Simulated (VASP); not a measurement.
# CdS (Hawleyite) (F-43m) in VASP: further runs

The runs below take CdS (Hawleyite) through optical spectrum, phonons, with PBE, r2SCAN.

Everything below comes from runs of VASP 6.6.1. Logs are shortened: lines on timing, memory, paths and dates and some standing lists are left out, and cuts for length are marked.

## 1. The structure

Symmetry: F-43m, No. 216, cubic system. Conventional cell: a = 5.835 Å, b = 5.835 Å, c = 5.835 Å, α = 90.00°, β = 90.00°, γ = 90.00°. Cd (site symmetry -43m) has 4 S at 2.53 Å as nearest neighbours. S (site symmetry -43m) is surrounded by 4 Cd at 2.53 Å.

## 2. Optical spectrum, PBE

INCAR

```
SYSTEM = CdS
ALGO = Normal
CSHIFT = 0.1
EDIFF = 1E-6
ENCUT = 520
GGA = PE
ISIF = 2
ISMEAR = 0
LASPH = .TRUE.
LCHARG = .FALSE.
LOPTICS = .TRUE.
LREAL = .FALSE.
LWAVE = .FALSE.
NBANDS = 33
NEDOS = 2000
NELM = 80
PREC = Accurate
SIGMA = 0.03
```

KPOINTS

```
k-points
0
G
  8 8 8
  0 0 0
```

POSCAR

```
CdS                                     
1.0
    0.0000000000      2.9176352628      2.9176352628
    2.9176352628      0.0000000000      2.9176352628
    2.9176352628      2.9176352628      0.0000000000
  Cd              S             
     1     1
Direct
     1.0000000000000000    1.0000000000000000    1.0000000000000000
     0.2500000000000000    0.2500000000000000    0.2500000000000000
```

Potentials or basis: VASP PAW PBE potentials, release 64 (Cd, S).

Run with:

```sh
> cat potpaw_PBE.64/Cd/POTCAR potpaw_PBE.64/S/POTCAR > POTCAR
> mpirun -np 1 vasp_std > vasp.out
```

OUTCAR:

```text
SYSTEM = CdS
   EDIFF = 1E-6
   ENCUT = 520
   GGA = PE
   ISIF = 2
   ISMEAR = 0
   LASPH = .TRUE.
   LREAL = .FALSE.
   NELM = 80
   PREC = Accurate

 ion  position               nearest neighbor table
   1  0.000  0.000  0.000-   2 2.53   2 2.53   2 2.53   2 2.53
   2  0.250  0.250  0.250-   1 2.53   1 2.53   1 2.53   1 2.53

  LATTYP: Found a face centered cubic cell.
 ALAT       =     5.8352705256

  Lattice vectors:

 A1 = (   0.0000000000,   2.9176352628,   2.9176352628)
 A2 = (   2.9176352628,   0.0000000000,   2.9176352628)
 A3 = (   2.9176352628,   2.9176352628,   0.0000000000)

Analysis of symmetry for initial positions (statically):
=====================================================================
 Subroutine PRICEL returns:
 Original cell was already a primitive cell.

 Routine SETGRP: Setting up the symmetry group for a
 face centered cubic supercell.

 Subroutine GETGRP returns: Found 24 space group operations
 (whereof 24 operations were pure point group operations)
 out of a pool of 48 trial point group operations.

The static configuration has the point symmetry T_d .

Analysis of symmetry for dynamics (positions and initial velocities):
=====================================================================
 Subroutine PRICEL returns:
 Original cell was already a primitive cell.

 Routine SETGRP: Setting up the symmetry group for a
 face centered cubic supercell.

 Subroutine GETGRP returns: Found 24 space group operations
 (whereof 24 operations were pure point group operations)
 out of a pool of 48 trial point group operations.

The dynamic configuration has the point symmetry T_d .

 Subroutine INISYM returns: Found 24 space group operations
 (whereof 24 operations are pure point group operations),
 and found     1 'primitive' translations

----------------------------------------------------------------------------------------

                                     Primitive cell

  volume of cell :      49.6733

  direct lattice vectors                    reciprocal lattice vectors
     0.000000000  2.917635263  2.917635263    -0.171371661  0.171371661  0.171371661
     2.917635263  0.000000000  2.917635263     0.171371661 -0.171371661  0.171371661
     2.917635263  2.917635263  0.000000000     0.171371661  0.171371661 -0.171371661

  length of vectors
     4.126159359  4.126159359  4.126159359     0.296824423  0.296824423  0.296824423

  position of ions in fractional coordinates (direct lattice)
     0.000000000  0.000000000  0.000000000
     0.250000000  0.250000000  0.250000000

  ion indices of the primitive-cell ions
   primitive index   ion index
                 1           1
                 2           2

----------------------------------------------------------------------------------------

 KPOINTS: k-points

Automatic generation of k-mesh.
 Grid dimensions read from file:
 generate k-points for:    8    8    8

 Generating k-lattice:

  Cartesian coordinates                     Fractional coordinates (reciprocal lattice)
[... 75 lines left out ...]
   ISMEAR =     0;   SIGMA  =   0.03  broadening in eV -4-tet -1-fermi 0-gaus
   EFERMI_NEDOS =   21; number of points for ismear=-14 and -15
   IALGO  =     38    algorithm
   IMIX   =      4    mixing-type and parameters
     AMIX     =   0.40;   BMIX     =  1.00
     AMIX_MAG =   1.60;   BMIX_MAG =  1.00
  volume/ion in A,a.u.               =      24.84       167.61
  Fermi-wavevector in a.u.,A,eV,Ry     =   1.167145  2.205583 18.534217  1.362227
  Thomas-Fermi vector in A             =   2.303649
   LORBIT       =      0    0 simple, 1 ext, 2 COOP (PROOUT), +10 PAW based schemes
   GGA     = PE    functional components
   LHFCALC =     F    Hartree Fock is set to
   AEXX    =    0.0000 exact exchange contribution
   IVDW    =     0    specifies the selected vdW correction
   LEPSILON=     F    determine dielectric tensor
   LRPA    =     F    only Hartree local field effects (RPA)
 non-spin polarized calculation
 Gauss-broadening in eV      SIGMA  =   0.03
  energy-cutoff  :      520.00
  volume of cell :       49.67
 maximum number of plane-waves:      1363
   NGX = 15   NGY = 15   NGZ = 15

 number of electron      18.0000005 magnetization

 Free energy of the ion-electron system (eV)
  ---------------------------------------------------
  ext. energy  EPLUGINS =         0.00000000
  ---------------------------------------------------
  free energy    TOTEN  =        -6.12243256 eV

  energy without entropy =       -6.12243256  energy(sigma->0) =       -6.12243256

 E-fermi :   1.4245     XC(G=0):  -9.1448

 val. band max:        1.3041523789   @ k =   0.0000   0.0000   0.0000
 cond. band min:       2.4507898794   @ k =   0.0000   0.0000   0.0000
 fundamental gap:      1.1466375004
 Fermi energy:         1.4244906744

 k-point     1 :       0.0000    0.0000    0.0000
  band No.  band energies     occupation
      1     -11.0585      2.00000
      2      -6.4199      2.00000
      3      -6.4199      2.00000
      4      -6.4199      2.00000
      5      -5.9416      2.00000
      6      -5.9416      2.00000
[... 565 lines left out ...]
     20      20.2000      0.00000
     21      21.0457      0.00000

 [... further k-points ...]

 [bands above 21 left out]

------------------------ aborting loop because EDIFF is reached ----------------------------------------

  FORCE on cell =-STRESS in cart. coord.  units (eV):
  Direction    XX          YY          ZZ          XY          YZ          ZX
  --------------------------------------------------------------------------------------
  -------------------------------------------------------------------------------------
  Total        0.9736829      0.9736829      0.9736829     -0.0000000     -0.0000000      0.0000000
  in kB       31.4054591     31.4054591     31.4054591     -0.0000000     -0.0000000      0.0000000
  external PRESSURE =      31.4054591 kB  Pullay stress =       0.0000000 kB

 VOLUME and BASIS-vectors are now :
 -----------------------------------------------------------------------------
  energy-cutoff  :      520.00
  volume of cell :       49.67
      direct lattice vectors                 reciprocal lattice vectors
     0.000000000  2.917635263  2.917635263    -0.171371661  0.171371661  0.171371661
     2.917635263  0.000000000  2.917635263     0.171371661 -0.171371661  0.171371661
     2.917635263  2.917635263  0.000000000     0.171371661  0.171371661 -0.171371661

 POSITION                                       TOTAL-FORCE (eV/Angst)
 -----------------------------------------------------------------------------------
      0.00000      0.00000      0.00000         0.000000      0.000000      0.000000
      1.45882      1.45882      1.45882        -0.000000     -0.000000     -0.000000
 -----------------------------------------------------------------------------------
    total drift:                               -0.000000     -0.000000     -0.000000

  FREE ENERGIE OF THE ION-ELECTRON SYSTEM (eV)
  ---------------------------------------------------
  free  energy   TOTEN  =        -6.1224325609 eV

  energy  without entropy=       -6.1224325609  energy(sigma->0) =       -6.12243256

 electrical conductivity sigma (Mega S m-1) (frequency dependency in vasprun.xml)
  --------------------------------------------------------------------------------------
       0.000       0.000       0.000
       0.000       0.000       0.000
       0.000       0.000       0.000

  frequency dependent IMAGINARY DIELECTRIC FUNCTION (independent particle, no local field effects) density-density
     E(ev)      X         Y         Z        XY        YZ        ZX
  --------------------------------------------------------------------------------------------------------------
     0.00000     0.00000     0.00000     0.00000     0.00000     0.00000     0.00000
     0.57930     0.12414     0.12414     0.12414    -0.00000     0.00000    -0.00000
     1.15860     3.20383     3.20383     3.20383    -0.00000     0.00000    -0.00000
     1.73790     0.50457     0.50457     0.50457    -0.00000     0.00000    -0.00000
     2.31721     1.23289     1.23289     1.23289    -0.00000     0.00000    -0.00000
     2.89651     2.75067     2.75067     2.75067    -0.00000     0.00000    -0.00000
[... 92 lines left out ...]
    56.77153     0.00047     0.00047     0.00047    -0.00000     0.00000    -0.00000
    57.35083     0.00046     0.00046     0.00046    -0.00000     0.00000    -0.00000

  frequency dependent      REAL DIELECTRIC FUNCTION (independent particle, no local field effects) density-density
     E(ev)        X           Y           Z          XY          YZ          ZX
  --------------------------------------------------------------------------------------------------------------
     0.00000     6.74872     6.74872     6.74872    -0.00000     0.00000    -0.00000
     0.57930     7.03023     7.03023     7.03023    -0.00000     0.00000    -0.00000
     1.15860     6.43139     6.43139     6.43139    -0.00000     0.00000    -0.00000
     1.73790     7.28744     7.28744     7.28744     0.00000    -0.00000    -0.00000
     2.31721     5.67244     5.67244     5.67244    -0.00000     0.00000    -0.00000
     2.89651     7.62035     7.62035     7.62035    -0.00000     0.00000    -0.00000
[... 92 lines left out ...]
    56.77153     0.88721     0.88721     0.88721    -0.00000     0.00000     0.00000
    57.35083     0.88990     0.88990     0.88990    -0.00000     0.00000     0.00000

  frequency dependent IMAGINARY DIELECTRIC FUNCTION (independent particle, no local field effects) current-current
     E(ev)      X         Y         Z        XY        YZ        ZX
  --------------------------------------------------------------------------------------------------------------
     0.00000    39.66584    39.66584    39.66584    -0.00000    -0.00000     0.00000
     0.57930     2.20366     2.20366     2.20366    -0.00000    -0.00000     0.00000
     1.15860     4.11137     4.11137     4.11137    -0.00000    -0.00000     0.00000
     1.73790     1.22757     1.22757     1.22757    -0.00000     0.00000     0.00000
     2.31721     1.63176     1.63176     1.63176    -0.00000     0.00000     0.00000
     2.89651     3.20761     3.20761     3.20761     0.00000     0.00000     0.00000
[... 92 lines left out ...]
    56.77153     0.00008     0.00008     0.00008     0.00000    -0.00000    -0.00000
    57.35083     0.00007     0.00007     0.00007     0.00000    -0.00000    -0.00000

  frequency dependent      REAL DIELECTRIC FUNCTION (independent particle, no local field effects) current-current
     E(ev)        X           Y           Z          XY          YZ          ZX
  --------------------------------------------------------------------------------------------------------------
     0.00000     6.71558     6.71558     6.71558     0.00000     0.00000     0.00000
     0.57930     6.98145     6.98145     6.98145     0.00000     0.00000     0.00000
     1.15860     5.85680     5.85680     5.85680     0.00000     0.00000     0.00000
     1.73790     7.23036     7.23036     7.23036     0.00000     0.00000     0.00000
     2.31721     5.57190     5.57190     5.57190     0.00000    -0.00000    -0.00000
     2.89651     7.42594     7.42594     7.42594    -0.00000     0.00000    -0.00000
[... 92 lines left out ...]
    56.77153     0.88722     0.88722     0.88722    -0.00000    -0.00000     0.00000
    57.35083     0.88991     0.88991     0.88991    -0.00000    -0.00000     0.00000
```

It took 14 s on 1 thread of Intel Xeon 6975P-C (Granite Rapids), shared host; peak memory 0.2 GiB.

Results:

* Free energy: -6.1224 eV
* Pressure: 3.1 GPa
* Band gap on the k mesh: 1.15 eV, direct

Levels at points of the mesh, in eV from the valence-band top:
```tsv
k point	band 7	band 8	band 9	band 10	band 11	band 12
(0.00, 0.00, 0.00)	0.00	0.00	0.00	1.15	6.55	6.55
(0.50, 0.00, 0.00)	-4.40	-0.75	-0.75	3.01	7.01	7.01
(0.50, 0.50, 0.00)	-3.95	-1.88	-1.88	3.55	4.35	9.23
```

Dielectric function (mean over the directions given):
| energy (eV) | real part | imaginary part |
| --- | --- | --- |
| 0.26 | 6.80 | 0.04 |
| 0.70 | 7.20 | 0.19 |
| 1.22 | 5.37 | 2.33 |
| 1.74 | 7.29 | 0.50 |
| 2.26 | 5.18 | 1.72 |
| 2.78 | 7.43 | 1.60 |
| 3.22 | 6.52 | 3.22 |
| 3.74 | 6.21 | 6.90 |
| 4.26 | 8.73 | 3.43 |
| 4.78 | 4.34 | 3.12 |
| 5.30 | 9.25 | 7.08 |
| 5.82 | 2.58 | 5.28 |
| 6.26 | 4.01 | 9.68 |
| 6.78 | 2.34 | 8.21 |
| 7.30 | 0.48 | 5.99 |
| 7.82 | -2.60 | 8.68 |
| 8.34 | -2.18 | 4.31 |
| 8.78 | -2.97 | 2.54 |
| 9.30 | -1.22 | 2.95 |
| 9.82 | -1.21 | 1.86 |
| 10.34 | -0.78 | 2.02 |
| 10.86 | -0.44 | 1.40 |
| 11.38 | -0.62 | 1.57 |
| 11.82 | -0.23 | 1.50 |
| 12.34 | -0.47 | 0.99 |
| 12.86 | -0.43 | 1.13 |
| 13.38 | -0.02 | 0.89 |
| 13.90 | 0.12 | 0.79 |
| 14.34 | 0.02 | 1.09 |
| 14.86 | -0.11 | 0.92 |
| 15.38 | -0.10 | 0.81 |
| 15.90 | -0.02 | 0.48 |
| 16.42 | 0.30 | 0.50 |
| 16.94 | 0.19 | 0.64 |
| 17.38 | 0.18 | 0.57 |
| 17.90 | 0.10 | 0.39 |
| 18.42 | 0.41 | 0.36 |
| 18.94 | 0.47 | 0.39 |
| 19.46 | 0.51 | 0.50 |
| 19.99 | 0.49 | 0.56 |

Caveat: spectra need much finer meshes, so this one isn't converged; independent-particle spectra lack excitons. PBE gaps usually lie below the measured ones, often by a third to a half.

## 3. Phonons, r2SCAN

This run uses another cell than the first one, of 25.49 Å³/atom, 1.026 times its volume.

POSCAR

```
CdS
1.0
    0.0000000000      2.9431428970      2.9431428970
    2.9431428970      0.0000000000      2.9431428970
    2.9431428970      2.9431428970      0.0000000000
  Cd              S
     1     1
Direct
     0.0000000000000000    0.0000000000000000    0.0000000000000000
     0.2500000000000000    0.2500000000000000    0.2500000000000000
```

INCAR.step1

```
ALGO = Normal
EDIFF = 1E-8
EDIFFG = -0.002
ENCUT = 600
IBRION = 2
ISIF = 3
ISMEAR = 0
LASPH = True
LCHARG = False
LMIXTAU = True
LREAL = False
LWAVE = False
METAGGA = R2SCAN
NELM = 80
NSW = 40
PREC = Accurate
SIGMA = 0.03
```

INCAR.step2

```
ALGO = Normal
EDIFF = 1E-8
ENCUT = 600
IBRION = 6
ISIF = 2
ISMEAR = 0
LASPH = True
LCHARG = False
LMIXTAU = True
LREAL = False
LWAVE = False
METAGGA = R2SCAN
NELM = 80
NFREE = 2
NSW = 1
POTIM = 0.015
PREC = Accurate
SIGMA = 0.03
```

KPOINTS

```
k-points
0
Gamma
  8 8 8
```

Potentials or basis: VASP PAW PBE potentials, release 64 (Cd, S).

Run with:

```sh
> cat potpaw_PBE.64/Cd/POTCAR potpaw_PBE.64/S/POTCAR > POTCAR
> cp INCAR.step1 INCAR
> mpirun -np 1 vasp_std > vasp.out
> cp CONTCAR POSCAR
> cp INCAR.step2 INCAR
> mpirun -np 1 vasp_std > vasp.out
```

OUTCAR:

```text
EDIFF = 1E-8
   ENCUT = 600
   IBRION = 6
   ISIF = 2
   ISMEAR = 0
   LASPH = True
   LREAL = False
   METAGGA = R2SCAN
   NELM = 80
   NFREE = 2
   NSW = 1
   POTIM = 0.015
   PREC = Accurate

 ion  position               nearest neighbor table
   1  0.000  0.000  0.000-   2 2.55   2 2.55   2 2.55   2 2.55
   2  0.250  0.250  0.250-   1 2.55   1 2.55   1 2.55   1 2.55

  LATTYP: Found a face centered cubic cell.
 ALAT       =     5.8862857940

  Lattice vectors:

 A1 = (   0.0000000000,   2.9431428970,   2.9431428970)
 A2 = (   2.9431428970,   0.0000000000,   2.9431428970)
 A3 = (   2.9431428970,   2.9431428970,   0.0000000000)

Analysis of symmetry for initial positions (statically):
=====================================================================
[... 729 lines left out ...]
  Total        0.0013049      0.0033928      0.0033928      0.0000000      0.0945767      0.0000000
  in kB        0.0410027      0.1066117      0.1066117      0.0000000      2.9718755      0.0000000
  external PRESSURE =       0.0847421 kB  Pullay stress =       0.0000000 kB
[... 17 lines left out ...]
  FREE ENERGIE OF THE ION-ELECTRON SYSTEM (eV)
  ---------------------------------------------------
  free  energy   TOTEN  =       -29.6858360094 eV

  energy  without entropy=      -29.6858360094  energy(sigma->0) =      -29.68583601

 INTERNAL STRAIN TENSORS FROM DISPLACED ATOMS
 ============================================

 INTERNAL STRAIN TENSOR FOR ION    1 for displacements in x,y,z  (eV/Angst):
          X           Y           Z          XY          YZ          ZX
  --------------------------------------------------------------------------------
  x     0.00000     0.00000     0.00000     0.00000     6.29697     0.00000
  y     0.00000     0.00000     0.00000     0.00000     0.00000     6.29697
  z     0.00000     0.00000     0.00000     6.29697     0.00000     0.00000

 INTERNAL STRAIN TENSOR FOR ION    2 for displacements in x,y,z  (eV/Angst):
          X           Y           Z          XY          YZ          ZX
  --------------------------------------------------------------------------------
  x     0.00000    -0.00000    -0.00000     0.00000    -6.30396     0.00000
  y    -0.00000     0.00000    -0.00000     0.00000     0.00000    -6.30396
  z    -0.00000    -0.00000     0.00000    -6.30396     0.00000     0.00000

 Eigenvectors and eigenvalues of the dynamical matrix
 ----------------------------------------------------

   1 f  =    6.854717 THz    43.069454 2PiTHz  228.648732 cm-1    28.348817 meV
             X         Y         Z           dx          dy          dz
      0.000000  0.000000  0.000000    -0.470342    0.000000    0.000000
      1.471571  1.471571  1.471571     0.882484    0.000000    0.000000
[... 21 lines left out ...]
   6 f/i=    0.005971 THz     0.037517 2PiTHz    0.199169 cm-1     0.024694 meV
             X         Y         Z           dx          dy          dz
      0.000000  0.000000  0.000000     0.000000    0.000000    0.882484
      1.471571  1.471571  1.471571     0.000000    0.000000    0.470342

 ELASTIC MODULI CONTR FROM IONIC RELAXATION (kBar)
 Direction    XX          YY          ZZ          XY          YZ          ZX
 --------------------------------------------------------------------------------
 XX          -0.0000     -0.0000     -0.0000     -0.0000      0.0000     -0.0000
 YY          -0.0000     -0.0000     -0.0000     -0.0000     -0.0000      0.0000
 ZZ          -0.0000     -0.0000     -0.0000      0.0000     -0.0000     -0.0000
 XY          -0.0000     -0.0000      0.0000   -260.3548     -0.0000     -0.0000
 YZ           0.0000     -0.0000     -0.0000     -0.0000   -260.3548     -0.0000
 ZX          -0.0000      0.0000     -0.0000     -0.0000     -0.0000   -260.3548
 --------------------------------------------------------------------------------
```

OUTCAR.step1:

```text
EDIFF = 1E-8
   EDIFFG = -0.002
   ENCUT = 600
   IBRION = 2
   ISIF = 3
   ISMEAR = 0
   LASPH = True
   LREAL = False
   METAGGA = R2SCAN
   NELM = 80
[... 607 lines left out ...]
      0.00000      0.00000      0.00000         0.000000      0.000000      0.000000
      1.47157      1.47157      1.47157        -0.000000     -0.000000     -0.000000
 -----------------------------------------------------------------------------------
    total drift:                                0.000000      0.000000      0.000000

  FREE ENERGIE OF THE ION-ELECTRON SYSTEM (eV)
  ---------------------------------------------------
  free  energy   TOTEN  =       -29.6863752519 eV

  energy  without entropy=      -29.6863752519  energy(sigma->0) =      -29.68637525

 reached required accuracy - stopping structural energy minimisation
```

It took 25 min on 1 thread of AMD EPYC 7R13 (Zen 3), shared host; peak memory 0.29 GiB.

Results:

```yaml
Highest_phonon_frequency_at_Γ_LO-TO_splitting_left_out: 229 cm⁻¹
```

Phonon frequencies in cm⁻¹ (negative: imaginary):
| q point | frequencies |
| --- | --- |
| (0.000, 0.000, 0.000) | 0 0 0 229 229 229 |

Caveat: the PAW data sets were made with another functional, which shifts forces and pressure a little.

(Continued in part 2 of 2.)
